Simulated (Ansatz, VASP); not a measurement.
**TiAl in VASP and in Ansatz**

```
Ti Al
1.0
     3.43339    0.00000    0.00000
     0.00000    3.43339    0.00000
     0.00000    0.00000    3.17906
Ti Al
1 1
Direct
  0.00000 0.00000 0.00000
  0.50000 0.50000 0.50000
```

Change from the starting cell: strain +0.080 along x and y, +0.000 along z, atoms carried along.

Alike in both runs: task single point; functional PBE; k mesh 16 × 16 × 16; occupations gaussian, width 0.15 eV; no spin polarisation.

|  | VASP | Ansatz |
| --- | --- | --- |
| version | VASP 6.6.1 | Ansatz 0.2.0 |
| potentials or method | VASP PAW PBE potentials, release 64 (Ti_sv, Al) | scalar-relativistic, plane waves, PAW |
| plane-wave cutoff (eV) | 520 | 420 |
| valence electrons in the cell | 15 | 15 |

|  | VASP | Ansatz | Ansatz less VASP |
| --- | --- | --- | --- |
| gap on the k mesh at the Fermi level (eV) | none | none | - |
| pressure (GPa) | -12.0 | -11.9 | +0.02 |
| largest component of the traceless stress (GPa) | 1.46 | 1.46 | +0.001 |

A gap of «none» marks a metal or a gap that the smearing closes. With one functional, cell and mesh, what is left measures potentials, basis and numerics.
